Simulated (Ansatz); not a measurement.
## Strain and the gap of BP (zincblende)

BP (zincblende), relaxed with r2SCAN in the PAW code Ansatz. The symmetry is F-43m (No. 216, cubic); conventional cell a = 4.537 Å, 11.67 Å³ an atom. B is surrounded by 4 P at 1.96 Å; P is surrounded by 4 B at 1.96 Å.

The axes x, y and z are those of this cell:
```xyz
2
Lattice="0.0000 2.2683 2.2683 2.2683 0.0000 2.2683 2.2683 2.2683 0.0000" Properties=species:S:1:pos:R:3 pbc="T T T"
B     0.0000    0.0000    0.0000
P     1.1342    1.1342    1.1342
```

Unstrained: With PBE the valence top lies at Γ and the conduction bottom at Γ–X (0.83 of the way from Γ), 1.238 eV higher; the smallest vertical gap, at Γ, is 3.405 eV. The r2SCAN gap is indirect, 1.410 eV (Γ to Γ–X (0.83 of the way from Γ)), below the direct gap of 3.602 eV at Γ. With HSE06 the valence top lies at Γ and the conduction bottom at Γ–X (0.83 of the way from Γ), 1.964 eV higher; the smallest vertical gap, at Γ, is 4.344 eV. Meshes: PBE 10×10×10, r2SCAN 10×10×10, HSE06 6×6×6. Strains are changes of length per length. After each strain the atoms were relaxed again with r2SCAN within the symmetry that the strain leaves, so tilts or polar shifts that break it weren't tested; points keep the names that they have in the unstrained zone. No spin polarisation and no zero-point or thermal motion.

Changes of the least gap in eV (an overlap counts as a negative gap):

| strain | volume change (%) | space group | PBE | r2SCAN | HSE06 | G0W0@PBE (mesh) | energy rise, r2SCAN (meV/atom) |
| --- | --- | --- | --- | --- | --- | --- | --- |
| epitaxial -4.0 % in the xy plane, free normal strain +1.63 % | -6.3 | I-4m2 | -0.537 | -0.558 | -0.557 | -0.56 | 51.1 |
| epitaxial -3.0 % in the xy plane, free normal strain +1.23 % | -4.8 | I-4m2 | -0.399 | -0.414 | -0.413 | -0.41 | 28.2 |
| epitaxial -2.0 % in the xy plane, free normal strain +0.82 % | -3.2 | I-4m2 | -0.263 | -0.273 | -0.272 | -0.27 | 12.3 |
| epitaxial -1.0 % in the xy plane, free normal strain +0.41 % | -1.6 | I-4m2 | -0.130 | -0.135 | -0.134 | -0.13 | 3.0 |
| epitaxial +1.0 % in the xy plane, free normal strain -0.41 % | +1.6 | I-4m2 | -0.186 | -0.197 | -0.196 | -0.16 | 2.9 |
| epitaxial +2.0 % in the xy plane, free normal strain -0.82 % | +3.2 | I-4m2 | -0.366 | -0.389 | -0.388 | -0.32 | 11.4 |
| epitaxial +3.0 % in the xy plane, free normal strain -1.22 % | +4.8 | I-4m2 | -0.541 | -0.575 | -0.573 | -0.47 | 25.0 |
| epitaxial +4.0 % in the xy plane, free normal strain -1.64 % | +6.4 | I-4m2 | -0.710 | -0.755 | -0.753 | -0.64 | 43.6 |

Unstrained, G0W0@PBE with 97 empty bands, a screening cutoff of 150 eV and a 6×6×6 mesh gives 1.99 eV on its mesh; the band count follows the volume. G0W0 here is at a finite number of bands, screening cutoff and k mesh, not at the basis limit.

Epitaxial -4.0 % in the xy plane, free normal strain +1.63 %. HSE06: the gap goes from 1.964 to 1.407 eV (-0.557 eV); the edges go from Γ → Γ–X (0.83) to Γ → Γ–X (0.84); with r2SCAN the top three valence levels at Γ, degenerate before, become 2+1 from the top over 656 meV. Stress change with r2SCAN, compression positive: xx +18.71, yy +18.71, zz 0.00 GPa.

Epitaxial -3.0 % in the xy plane, free normal strain +1.23 %. HSE06: the gap goes from 1.964 to 1.551 eV (-0.413 eV); with r2SCAN the top three valence levels at Γ, degenerate before, become 2+1 from the top over 479 meV. Stress change with r2SCAN, compression positive: xx +13.53, yy +13.53, zz -0.02 GPa.

Epitaxial -2.0 % in the xy plane, free normal strain +0.82 %. HSE06: the gap goes from 1.964 to 1.692 eV (-0.272 eV); with r2SCAN the top three valence levels at Γ, degenerate before, become 2+1 from the top over 310 meV. Stress change with r2SCAN, compression positive: xx +8.70, yy +8.70, zz -0.01 GPa.

Epitaxial -1.0 % in the xy plane, free normal strain +0.41 %. HSE06: the gap goes from 1.964 to 1.830 eV (-0.134 eV); with r2SCAN the top three valence levels at Γ, degenerate before, become 2+1 from the top over 151 meV. Stress change with r2SCAN, compression positive: xx +4.20, yy +4.20, zz -0.01 GPa.

Epitaxial +1.0 % in the xy plane, free normal strain -0.41 %. HSE06: the gap goes from 1.964 to 1.768 eV (-0.196 eV); the edges go from Γ → Γ–X (0.83) to Γ → Γ–X (0.82); with r2SCAN the top three valence levels at Γ, degenerate before, become 1+2 from the top over 143 meV. Stress change with r2SCAN, compression positive: xx -3.91, yy -3.91, zz 0.00 GPa.

Epitaxial +2.0 % in the xy plane, free normal strain -0.82 %. HSE06: the gap goes from 1.964 to 1.576 eV (-0.388 eV); the edges go from Γ → Γ–X (0.83) to Γ → Γ–X (0.82); with r2SCAN the top three valence levels at Γ, degenerate before, become 1+2 from the top over 278 meV. Stress change with r2SCAN, compression positive: xx -7.53, yy -7.53, zz 0.00 GPa.

Epitaxial +3.0 % in the xy plane, free normal strain -1.22 %. HSE06: the gap goes from 1.964 to 1.391 eV (-0.573 eV); the edges go from Γ → Γ–X (0.83) to Γ → Γ–X (0.81); with r2SCAN the top three valence levels at Γ, degenerate before, become 1+2 from the top over 406 meV. Stress change with r2SCAN, compression positive: xx -10.90, yy -10.90, zz +0.01 GPa.

Epitaxial +4.0 % in the xy plane, free normal strain -1.64 %. HSE06: the gap goes from 1.964 to 1.211 eV (-0.753 eV); the edges go from Γ → Γ–X (0.83) to Γ → Γ–X (0.81); with r2SCAN the top three valence levels at Γ, degenerate before, become 1+2 from the top over 528 meV. Stress change with r2SCAN, compression positive: xx -14.02, yy -14.02, zz +0.01 GPa.

Where an edge lies off the special points, it is a point of the mesh or the k point where a search put PBE's edge or least direct gap, reused for the other functionals, whose own edges may lie a little apart.

The meshes of the hybrids are coarse, so their gaps aren't converged to the digits shown.

The splittings at Γ are without spin-orbit coupling, which regroups them where it is of like size or larger.
